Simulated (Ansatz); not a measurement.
# Pd in Au(111), 2x2: scattering by a point defect, part 2 of 2

Wanted: the reflection from a plane of defects, Pd in Au(111), 2x2, and the resistivity it implies.

Ansatz 0.2.0; Ansatz plane-wave DFT, PBE, PAW files; ballistic transport by layer matching (Landauer), zero bias; PAW set soft_1 (the session's first sound run).

So far, resistivity per at.% scaled from this dense plane, with the factor 3/4 for isotropic scattering (µΩ cm): step 3 (resistance at ideal sites) 0.875.

### Step 4. Relaxing the neighbours

The neighbours of the defect are let go while the lead's layers stay on their sites, since a lead must repeat to 0.01 Å.

This step: Ansatz plane-wave DFT, PBE, PAW files; relaxation with the lead's layers held; PAW set soft_1 (Ansatz 0.2.0).

File input.yaml:

```yaml
crystal:
  lattice:
    - [5.7675164607, 0.0, 0.0]
    - [-2.8837582304, 4.9948157718, 0.0]
    - [-1.4418791152, 0.8324692953, 25.9003660885]
  atoms:
    - { symbol: Au, position: [0.0075757576, 0.9924242424, 0.0454545455] }
    - { symbol: Au, position: [0.0075757576, 0.4924242424, 0.0454545455] }
    - { symbol: Au, position: [0.5075757576, 0.9924242424, 0.0454545455] }
    - { symbol: Au, position: [0.5075757576, 0.4924242424, 0.0454545455] }
    - { symbol: Au, position: [0.1893939394, 0.3106060606, 0.1363636364] }
    - { symbol: Au, position: [0.1893939394, 0.8106060606, 0.1363636364] }
    - { symbol: Au, position: [0.6893939394, 0.3106060606, 0.1363636364] }
    - { symbol: Au, position: [0.6893939394, 0.8106060606, 0.1363636364] }
    - { symbol: Au, position: [0.3712121212, 0.1287878788, 0.2272727273] }
    - { symbol: Au, position: [0.3712121212, 0.6287878788, 0.2272727273] }
    - { symbol: Au, position: [0.8712121212, 0.1287878788, 0.2272727273] }
    - { symbol: Au, position: [0.8712121212, 0.6287878788, 0.2272727273] }
    - { symbol: Au, position: [0.053030303, 0.946969697, 0.3181818182] }
    - { symbol: Au, position: [0.053030303, 0.446969697, 0.3181818182] }
    - { symbol: Au, position: [0.553030303, 0.946969697, 0.3181818182] }
    - { symbol: Au, position: [0.553030303, 0.446969697, 0.3181818182] }
    - { symbol: Au, position: [0.2348484848, 0.2651515152, 0.4090909091] }
    - { symbol: Au, position: [0.2348484848, 0.7651515152, 0.4090909091] }
    - { symbol: Au, position: [0.7348484848, 0.2651515152, 0.4090909091] }
    - { symbol: Au, position: [0.7348484848, 0.7651515152, 0.4090909091] }
    - { symbol: Pd, position: [0.4166666667, 0.0833333333, 0.5] }
    - { symbol: Au, position: [0.4166666667, 0.5833333333, 0.5] }
    - { symbol: Au, position: [0.9166666667, 0.0833333333, 0.5] }
    - { symbol: Au, position: [0.9166666667, 0.5833333333, 0.5] }
    - { symbol: Au, position: [0.0984848485, 0.9015151515, 0.5909090909] }
    - { symbol: Au, position: [0.0984848485, 0.4015151515, 0.5909090909] }
    - { symbol: Au, position: [0.5984848485, 0.9015151515, 0.5909090909] }
    - { symbol: Au, position: [0.5984848485, 0.4015151515, 0.5909090909] }
    - { symbol: Au, position: [0.2803030303, 0.2196969697, 0.6818181818] }
    - { symbol: Au, position: [0.2803030303, 0.7196969697, 0.6818181818] }
    - { symbol: Au, position: [0.7803030303, 0.2196969697, 0.6818181818] }
    - { symbol: Au, position: [0.7803030303, 0.7196969697, 0.6818181818] }
    - { symbol: Au, position: [0.4621212121, 0.0378787879, 0.7727272727] }
    - { symbol: Au, position: [0.4621212121, 0.5378787879, 0.7727272727] }
    - { symbol: Au, position: [0.9621212121, 0.0378787879, 0.7727272727] }
    - { symbol: Au, position: [0.9621212121, 0.5378787879, 0.7727272727] }
    - { symbol: Au, position: [0.1439393939, 0.8560606061, 0.8636363636] }
    - { symbol: Au, position: [0.1439393939, 0.3560606061, 0.8636363636] }
    - { symbol: Au, position: [0.6439393939, 0.8560606061, 0.8636363636] }
    - { symbol: Au, position: [0.6439393939, 0.3560606061, 0.8636363636] }
    - { symbol: Au, position: [0.3257575758, 0.1742424242, 0.9545454545] }
    - { symbol: Au, position: [0.3257575758, 0.6742424242, 0.9545454545] }
    - { symbol: Au, position: [0.8257575758, 0.1742424242, 0.9545454545] }
    - { symbol: Au, position: [0.8257575758, 0.6742424242, 0.9545454545] }
kpoints:
  mp_grid: { grid: [5, 5, 1] }
hamiltonian:
  xc: pbe
  pseudopotentials: { kind: paw, azcp: { folder: soft_1 } }
scf:
  occupations: { method: fermi_dirac, width: 0.1 }
relax:
  f_tol: 0.03
  max_steps: 40
  constraints:
    - { sites: [0, 1, 2, 3, 4, 5, 6, 7, 8, 9, 10, 11, 32, 33, 34, 35, 36, 37, 38, 39, 40, 41, 42, 43] }
```

Run with:

```bash
$ ansatz run input.yaml --threads 4 --pin off --max-ram 15360MiB --backend cpu --events-out ev --progress --plain --runs-dir out
```

Numbers of over 12 decimals in the logs are rounded to 6 here.

The log of the run:

```text
[...]
Crystal: 44 atoms, lattice volume = 746.130 Å³
Basis set: ecut = 420 eV, 14649 PW (Γ), exchange–correlation on 80×80×360 points (8 copies of the dense FFT grid, shifted against one another)
Bands: 501, of which v1, the nominal top of the filled ones, is band 418 counted from 1 (417 counted from 0)
Symmetry: 4 space group operations
[...]
k-points: 9 of 25
[...]
SCF iter   1: F=—  HF=-572490.985031 eV  |F-HF|=—  |Δ(HF+E_count)|=         —  Δρ=7.46e-2  dr2=3.06e2  ethr=3.10e-3  ⟨swp⟩=4.0  Hψ=13440  notcnv=0  defer=91
[...]
SCF iter   9: F=-572474.057001 eV  HF=-572474.057004 eV  |F-HF|=3.04e-6  |Δ(HF+E_count)|=   3.19e-8  Δρ=1.26e-5  dr2=3.75e-6  ethr=2.69e-9  ⟨swp⟩=3.0  Hψ=10323  notcnv=0
SCF 1 converged in 9 iterations: F = -572474.057001 eV  dr2 = 3.75e-6
[...]
relax step   1: F+E_penalty+E_count = -572474.05700057 eV  Δ(F+E_penalty+E_count) = +0.000e0 eV  max|allowed force component| = 1.616e-1 eV/Å  Δτ_max = 0.0000 Å  (9 SCF iters, dr2 threshold 2.25e-5 eV, accepted)
[...]
iter 1 solved again at ethr=2.02e-5 eV; its pass at ethr=3.10e-3 eV (dr2=1.69e-1 eV) is discarded
[...]
SCF iter   7: F=-572474.040621 eV  HF=-572474.040621 eV  |F-HF|=4.52e-7  |Δ(HF+E_count)|=   7.26e-8  Δρ=2.60e-6  dr2=4.87e-7  ethr=1.96e-10  ⟨swp⟩=3.0  Hψ=11685  notcnv=0
SCF 2 converged in 7 iterations: F = -572474.040621 eV  dr2 = 4.87e-7
[...]
relax step   2: F+E_penalty+E_count = -572474.04062079 eV  Δ(F+E_penalty+E_count) = +1.638e-2 eV  max|allowed force component| = 2.430e-1 eV/Å  Δτ_max = 0.0596 Å  (7 SCF iters, dr2 threshold 1.63e-6 eV, rejected (line search))
SCF iter   1: F=—  HF=-572474.073304 eV  |F-HF|=—  |Δ(HF+E_count)|=         —  Δρ=1.31e-3  dr2=3.07e-2  ethr=5.01e-5  ⟨swp⟩=5.0  Hψ=8353  notcnv=0  defer=538
[...]
SCF iter   9: F=-572474.071017 eV  HF=-572474.071017 eV  |F-HF|=5.48e-8  |Δ(HF+E_count)|=   2.21e-9  Δρ=3.75e-7  dr2=5.53e-8  ethr=1.20e-11  ⟨swp⟩=2.0  Hψ=8309  notcnv=0
SCF 3 converged in 9 iterations: F = -572474.071017 eV  dr2 = 5.53e-8
relax step   3: F+E_penalty+E_count = -572474.07101661 eV  Δ(F+E_penalty+E_count) = -1.402e-2 eV  max|allowed force component| = 1.592e-2 eV/Å  Δτ_max = 0.0255 Å  (9 SCF iters, accepted)
SCF converged after 9 iterations
Free energy (F): -572474.071017 eV
[...]
Internal energy: -572473.509689 eV  (E = F + TS)
E sigma→0 (E₀):  -572473.790353 eV
Entropy (-TS):   -0.561327 eV (-12.757 meV/atom)
Fermi energy:    20.599026 eV
[...]
--- Forces (eV/Å), atoms counted from 1 ---
  atom   1  Au    -0.00191183    -0.00131933    -0.00030318
  atom   2  Au    -0.00089362     0.00051593     0.00576336
  atom   3  Au     0.00148948    -0.00085995    -0.00341169
  atom   4  Au     0.00018666     0.00231536    -0.00030318
  atom   5  Au     0.00096124    -0.00055497    -0.00281163
  atom   6  Au     0.00109083     0.00177735     0.00027771
  atom   7  Au    -0.00099382    -0.00183337     0.00027771
  atom   8  Au    -0.00051641     0.00029815     0.00155860
  atom   9  Au    -0.00143243     0.00082701     0.04371452
  atom  10  Au    -0.00721535    -0.00470771     0.04547970
  atom  11  Au     0.00046933     0.00860253     0.04547970
  atom  12  Au     0.00730239    -0.00421604     0.04280989
  atom  13  Au     0.00100065     0.00052383    -0.00294035
  atom  14  Au    -0.00020177     0.00011649     0.00713824
  atom  15  Au    -0.00103629     0.00059830    -0.00319124
  atom  16  Au     0.00004668    -0.00112850    -0.00294035
  atom  17  Au    -0.00122555     0.00070757    -0.00059187
  atom  18  Au    -0.00066423    -0.00084224    -0.00048399
  atom  19  Au     0.00039729     0.00099636    -0.00048399
  atom  20  Au    -0.00082869     0.00047844    -0.01591634
  atom  21  Pd     0.00000000     0.00000000     0.00000000
  atom  22  Au     0.00000000     0.00000000     0.00000000
  atom  23  Au     0.00000000     0.00000000     0.00000000
  atom  24  Au     0.00000000    -0.00000000     0.00000000
  atom  25  Au    -0.00039729    -0.00099636     0.00048399
  atom  26  Au     0.00082869    -0.00047844     0.01591634
  atom  27  Au     0.00122555    -0.00070757     0.00059187
  atom  28  Au     0.00066423     0.00084224     0.00048399
  atom  29  Au     0.00103629    -0.00059830     0.00319124
  atom  30  Au    -0.00004668     0.00112850     0.00294035
  atom  31  Au    -0.00100065    -0.00052383     0.00294035
  atom  32  Au     0.00020177    -0.00011649    -0.00713824
  atom  33  Au     0.00143243    -0.00082701    -0.04371452
  atom  34  Au     0.00721535     0.00470771    -0.04547970
  atom  35  Au    -0.00046933    -0.00860253    -0.04547970
  atom  36  Au    -0.00730239     0.00421604    -0.04280989
  atom  37  Au     0.00099382     0.00183337    -0.00027771
  atom  38  Au     0.00051641    -0.00029815    -0.00155860
  atom  39  Au    -0.00096124     0.00055497     0.00281163
  atom  40  Au    -0.00109083    -0.00177735    -0.00027771
  atom  41  Au    -0.00148948     0.00085995     0.00341169
  atom  42  Au    -0.00018666    -0.00231536     0.00030318
  atom  43  Au     0.00191183     0.00131933     0.00030318
  atom  44  Au     0.00089362    -0.00051593    -0.00576336
  max |Σ_I F_I| component: 1.39e-17 eV/Å
--- Relaxed structure (3 steps of the walk, 2 accepted, 0 SCFs on fresh bases) ---
  F+E_penalty+E_count = -572474.07101661 eV   max|allowed force component| = 1.592e-2 eV/Å
  atoms:
    - { symbol: Au, position: [0.00757576, 0.992424, 0.045455] }
    - { symbol: Au, position: [0.00757576, 0.492424, 0.045455] }
    - { symbol: Au, position: [0.507576, 0.992424, 0.045455] }
    - { symbol: Au, position: [0.507576, 0.492424, 0.045455] }
    - { symbol: Au, position: [0.189394, 0.310606, 0.1363636364] }
    - { symbol: Au, position: [0.189394, 0.810606, 0.136364] }
    - { symbol: Au, position: [0.689394, 0.310606, 0.136364] }
    - { symbol: Au, position: [0.689394, 0.810606, 0.136364] }
    - { symbol: Au, position: [0.371212, 0.128788, 0.227273] }
    - { symbol: Au, position: [0.371212, 0.628788, 0.227273] }
    - { symbol: Au, position: [0.871212, 0.128788, 0.227273] }
    - { symbol: Au, position: [0.871212, 0.628788, 0.227273] }
    - { symbol: Au, position: [0.053225, 0.947082, 0.318457] }
    - { symbol: Au, position: [0.053049, 0.446951, 0.318702] }
    - { symbol: Au, position: [0.552895, 0.947105, 0.318447] }
    - { symbol: Au, position: [0.552918, 0.446775, 0.318457] }
    - { symbol: Au, position: [0.235671, 0.264329, 0.410014] }
    - { symbol: Au, position: [0.235612, 0.766707, 0.410018] }
    - { symbol: Au, position: [0.733293, 0.264388, 0.410018] }
    - { symbol: Au, position: [0.734694, 0.765306, 0.409257] }
    - { symbol: Pd, position: [0.416667, 0.083333, 0.500000] }
    - { symbol: Au, position: [0.416667, 0.583333, 0.500000] }
    - { symbol: Au, position: [0.916667, 0.083333, 0.500000] }
    - { symbol: Au, position: [0.916667, 0.583333, 0.500000] }
    - { symbol: Au, position: [0.100040, 0.902278, 0.589982] }
    - { symbol: Au, position: [0.098639, 0.401361, 0.590743] }
    - { symbol: Au, position: [0.597662, 0.902338, 0.589986] }
    - { symbol: Au, position: [0.597722, 0.399960, 0.589982] }
    - { symbol: Au, position: [0.280439, 0.219561, 0.681553] }
    - { symbol: Au, position: [0.280415, 0.719891, 0.681543] }
    - { symbol: Au, position: [0.780109, 0.219585, 0.681543] }
    - { symbol: Au, position: [0.780285, 0.719715, 0.681298] }
    - { symbol: Au, position: [0.462121, 0.037879, 0.772727] }
    - { symbol: Au, position: [0.462121, 0.537879, 0.772727] }
    - { symbol: Au, position: [0.962121, 0.037879, 0.772727] }
    - { symbol: Au, position: [0.962121, 0.537879, 0.772727] }
    - { symbol: Au, position: [0.143939, 0.856061, 0.863636] }
    - { symbol: Au, position: [0.143939, 0.356061, 0.863636] }
    - { symbol: Au, position: [0.643939, 0.856061, 0.863636] }
    - { symbol: Au, position: [0.643939, 0.356061, 0.863636] }
    - { symbol: Au, position: [0.325758, 0.174242, 0.954545] }
    - { symbol: Au, position: [0.325758, 0.674242, 0.954545] }
    - { symbol: Au, position: [0.825758, 0.174242, 0.954545] }
    - { symbol: Au, position: [0.825758, 0.674242, 0.954545] }
```

Run time: 6 min. Hardware: 4 threads of Arm Neoverse N1, shared host; peak memory 6.6 GiB.

Relaxation path:

| step | energy less that of the first step (eV) | largest force component (eV/Å) |
| --- | --- | --- |
| 1 | 0.0000 | 0.1616 |
| 2 | 0.0164 | 0.2430 |
| 3 | -0.0140 | 0.0159 |

Relaxation step 2 was tried and not accepted.

The run keeps the 4 symmetry operations that it works with, so distortions that break them were not tested.

The atoms that moved most (Å):

| atom | dx | dy | dz | length |
| --- | --- | --- | --- | --- |
| Au18 | -0.001 | 0.009 | 0.024 | 0.026 |
| Au19 | -0.008 | -0.003 | 0.024 | 0.026 |
| Au25 | 0.008 | 0.003 | -0.024 | 0.026 |
| Au28 | 0.001 | -0.009 | -0.024 | 0.026 |
| Au17 | 0.006 | -0.003 | 0.024 | 0.025 |
| Au27 | -0.006 | 0.003 | -0.024 | 0.025 |
| Au14 | -0.001 | 0.000 | 0.013 | 0.013 |
| Au32 | 0.001 | 0.000 | -0.013 | 0.013 |

This step gave:

```
free energy             : -572474.0710 eV
energy at zero smearing : -572473.7904 eV
```

The largest force component on a free atom ends at 0.016 eV/Å, under the tolerance of 0.03, after 3 steps.

### Step 5. Transmission after relaxation, relaxed yes

The transmission is solved again on the relaxed atoms.

This step: Ansatz plane-wave DFT, PBE, PAW files; ballistic transport by layer matching (Landauer), zero bias; PAW set soft_1 (Ansatz 0.2.0).

File input.yaml:

```yaml
crystal:
  lattice:
    - [5.7675164608, 0.0, 0.0]
    - [-2.8837582304, 4.9948157717, 0.0]
    - [-1.4418791152, 0.8324692953, 25.9003660885]
  atoms:
    - { symbol: Au, position: [0.0075757576, 0.9924242424, 0.0454545455] }
    - { symbol: Au, position: [0.0075757576, 0.4924242424, 0.0454545455] }
    - { symbol: Au, position: [0.5075757576, 0.9924242424, 0.0454545455] }
    - { symbol: Au, position: [0.5075757576, 0.4924242424, 0.0454545455] }
    - { symbol: Au, position: [0.1893939394, 0.3106060606, 0.1363636364] }
    - { symbol: Au, position: [0.1893939394, 0.8106060606, 0.1363636364] }
    - { symbol: Au, position: [0.6893939394, 0.3106060606, 0.1363636364] }
    - { symbol: Au, position: [0.6893939394, 0.8106060606, 0.1363636364] }
    - { symbol: Au, position: [0.3712121212, 0.1287878788, 0.2272727273] }
    - { symbol: Au, position: [0.3712121212, 0.6287878788, 0.2272727273] }
    - { symbol: Au, position: [0.8712121212, 0.1287878788, 0.2272727273] }
    - { symbol: Au, position: [0.8712121212, 0.6287878788, 0.2272727273] }
    - { symbol: Au, position: [0.0532246406, 0.9470816786, 0.3184568558] }
    - { symbol: Au, position: [0.0530485869, 0.4469514131, 0.3187022834] }
    - { symbol: Au, position: [0.5528946196, 0.9471053804, 0.3184472316] }
    - { symbol: Au, position: [0.5529183214, 0.4467753594, 0.3184568558] }
    - { symbol: Au, position: [0.2356709757, 0.2643290243, 0.4100139944] }
    - { symbol: Au, position: [0.2356116156, 0.7667068476, 0.4100181828] }
    - { symbol: Au, position: [0.7332931524, 0.2643883844, 0.4100181828] }
    - { symbol: Au, position: [0.7346939375, 0.7653060625, 0.4092574882] }
    - { symbol: Pd, position: [0.4166666667, 0.0833333333, 0.5] }
    - { symbol: Au, position: [0.4166666667, 0.5833333333, 0.5] }
    - { symbol: Au, position: [0.9166666667, 0.0833333333, 0.5] }
    - { symbol: Au, position: [0.9166666667, 0.5833333333, 0.5] }
    - { symbol: Au, position: [0.1000401809, 0.9022782823, 0.5899818172] }
    - { symbol: Au, position: [0.0986393959, 0.4013606041, 0.5907425118] }
    - { symbol: Au, position: [0.5976623576, 0.9023376424, 0.5899860056] }
    - { symbol: Au, position: [0.5977217177, 0.3999598191, 0.5899818172] }
    - { symbol: Au, position: [0.2804387137, 0.2195612863, 0.6815527684] }
    - { symbol: Au, position: [0.2804150119, 0.7198913073, 0.6815431442] }
    - { symbol: Au, position: [0.7801086927, 0.2195849881, 0.6815431442] }
    - { symbol: Au, position: [0.7802847464, 0.7197152536, 0.6812977166] }
    - { symbol: Au, position: [0.4621212121, 0.0378787879, 0.7727272727] }
    - { symbol: Au, position: [0.4621212121, 0.5378787879, 0.7727272727] }
    - { symbol: Au, position: [0.9621212121, 0.0378787879, 0.7727272727] }
    - { symbol: Au, position: [0.9621212121, 0.5378787879, 0.7727272727] }
    - { symbol: Au, position: [0.1439393939, 0.8560606061, 0.8636363636] }
    - { symbol: Au, position: [0.1439393939, 0.3560606061, 0.8636363636] }
    - { symbol: Au, position: [0.6439393939, 0.8560606061, 0.8636363636] }
    - { symbol: Au, position: [0.6439393939, 0.3560606061, 0.8636363636] }
    - { symbol: Au, position: [0.3257575758, 0.1742424242, 0.9545454545] }
    - { symbol: Au, position: [0.3257575758, 0.6742424242, 0.9545454545] }
    - { symbol: Au, position: [0.8257575758, 0.1742424242, 0.9545454545] }
    - { symbol: Au, position: [0.8257575758, 0.6742424242, 0.9545454545] }
kpoints:
  mp_grid: { grid: [5, 5, 1] }
hamiltonian:
  xc: pbe
  pseudopotentials: { kind: paw, azcp: { folder: soft_1 } }
scf:
  occupations: { method: fermi_dirac, width: 0.1 }
output:
  transmission:
    leads: [[0, 4]]
    kmesh: [10, 10]
    e_range: [-0.05, 0.05]
    de: 0.05
  write_potential: true
  write_density: true
  volumetric_format: npy
```

The log of the run:

```text
[...]
Crystal: 44 atoms, lattice volume = 746.130 Å³
Basis set: ecut = 420 eV, 14649 PW (Γ)
Bands: 501, of which v1, the nominal top of the filled ones, is band 418 counted from 1 (417 counted from 0)
Symmetry: 4 space group operations
[...]
k-points: 9 of 25
[...]
SCF iter   1: F=—  HF=-572490.974484 eV  |F-HF|=—  |Δ(HF+E_count)|=         —  Δρ=7.46e-2  dr2=3.05e2  ethr=3.10e-3  ⟨swp⟩=4.0  Hψ=13441  notcnv=0  defer=94
[...]
SCF iter  11: F=-572474.070866 eV  HF=-572474.070866 eV  |F-HF|=2.20e-8  |Δ(HF+E_count)|=   1.96e-8  Δρ=1.00e-6  dr2=2.83e-8  ethr=1.20e-11  ⟨swp⟩=9.6  Hψ=17865  notcnv=0
SCF 1 converged in 11 iterations: F = -572474.070866 eV  dr2 = 2.83e-8
[...]
transmission: 112 of 1085 steps passed
transmission: 220 of 1085 steps passed
[...]
transmission: 1085 of 1085 steps passed
SCF converged after 11 iterations
Free energy (F): -572474.070866 eV
[...]
Internal energy: -572473.509538 eV  (E = F + TS)
E sigma→0 (E₀):  -572473.790202 eV
Entropy (-TS):   -0.561328 eV (-12.757 meV/atom)
Fermi energy:    20.599024 eV
[...]
--- Band table (eV; the first three rows and the last of 9) ---
  k-point 0: bands = [... 414 lower, 20.6154, 21.0690, 21.0806, 21.3884, 21.4044, 21.4076, 21.4249, 21.5924, ... 79 higher]
  k-point 1: bands = [... 414 lower, 20.4147, 20.4895, 20.5550, 20.5825, 20.6697, 20.7626, 20.7720, 20.8268, ... 79 higher]
  k-point 2: bands = [... 414 lower, 20.3937, 20.4077, 20.4765, 20.5598, 20.6594, 20.7708, 21.0228, 21.0352, ... 79 higher]
  k-point 8: bands = [... 414 lower, 20.3767, 20.4058, 20.4748, 20.5291, 20.5750, 20.8028, 20.8038, 20.8551, ... 79 higher]
--- Transmission ---
  basis      : 253 plane waves across, 35 finite elements along
  points     : 31, standing for a mesh of 10 x 10
[...]
channels       : 3.210000e0 a spin
[...]
junction   : crystal 0 to crystal 0, 0.69 to 24.24 Å
    transmission   : 3.029215e0 a spin
[...]
```

Run time: 10 min. Hardware: 4 threads; peak memory 6.4 GiB.

This step gave:

```
free energy                                    : -572474.0709 eV
energy at zero smearing                        : -572473.7902 eV
transmission per spin nearest the Fermi level  : 3.029
open channels per spin nearest the Fermi level : 3.21
step of the lead's potential                   : 4.1 meV
```

Per spin. Table of transmission, zone mean by energy, zero at the Fermi level:

| energy (eV) | transmission, zone mean |
| --- | --- |
| -0.0500 | 3.02 |
| 0.0000 | 3.03 |
| 0.0500 | 3.03 |

Transmission over k1 and k2. At 0.0000 eV from the Fermi level.

Ten even steps from '_' (2.79) to '@' (3.85):
```
..::......::........
....**....**........
......@@__@@........
......________......
..::**@@__..__@@**::
........________....
..........@@__@@....
..........**....**..
..........::......::
....................
```
Columns: k1 (b1) from -0.5 to 0.4; rows upwards: k2 (b2) from -0.5 to 0.4.

Over the solved energies the transmission per spin lies between 3.02 and 3.03, out of 3.21 channels of the lead on average (up to 3.21).

### Step 6. Resistance after relaxation

This step: Ansatz plane-wave DFT, PBE, PAW files; ballistic transport by layer matching (Landauer), zero bias; area resistance of the defect plane and resistivity an atomic per cent; PAW set soft_1 (Ansatz 0.2.0).

Numbers from this step:

```yaml
area_resistance: 0.07018 fΩ m²
t_over_the_leads_mean_channel_count: 0.9429
resistivity_per_at_scaled_from_this_dense_plane_with_the_factor_3_over_4_for_isotropic_scattering: 0.8942 µΩ cm
```

Averaged over the energies near the Fermi level, 94.3 % of the channels pass, which makes 0.0702 fΩ m², against 0.0687 on ideal sites.

### Step 7. What came out

```yaml
share_of_channels_that_pass_rigid: 0.944
area_resistance_rigid: 0.0687 fΩ m²
resistivity_per_at_from_the_area_resistance_times_3_over_4_rigid: 0.875 µΩ cm
share_of_channels_that_pass_relaxed: 0.943
area_resistance_relaxed: 0.0702 fΩ m²
resistivity_per_at_from_the_area_resistance_times_3_over_4_relaxed: 0.894 µΩ cm
```

The plane of defects adds 0.070 fΩ m². Scaled to one atomic per cent that is 1.2 µΩ cm as it stands and 0.89 with the factor 3/4 for isotropic scattering on a spherical Fermi surface. These are rough estimates of the dilute value, not bounds. One Pd in each 2x2 cell reflects 5.7 % of the lead's channels. The relaxed cell differs by 2.1 % in resistance; between the two runs the lead's own channel count goes from 3.19 to 3.21, so sampling may have a part in it. The defects form a dense periodic sheet that scatters coherently, unlike a dilute random alloy. T and N are means over the solved energies nearest the Fermi level. Spin-orbit coupling is left out, which matters for Au.

[Logs are printed without paths, hosts, clocks, repeated set-up lines and the standing remarks that a program may print on its own settings, such as how far it seeks lower states.]

[Hosts, paths, dates, database ids (printed as entryN), source tags and the programs' standing remarks are cut or masked in the printed files.]
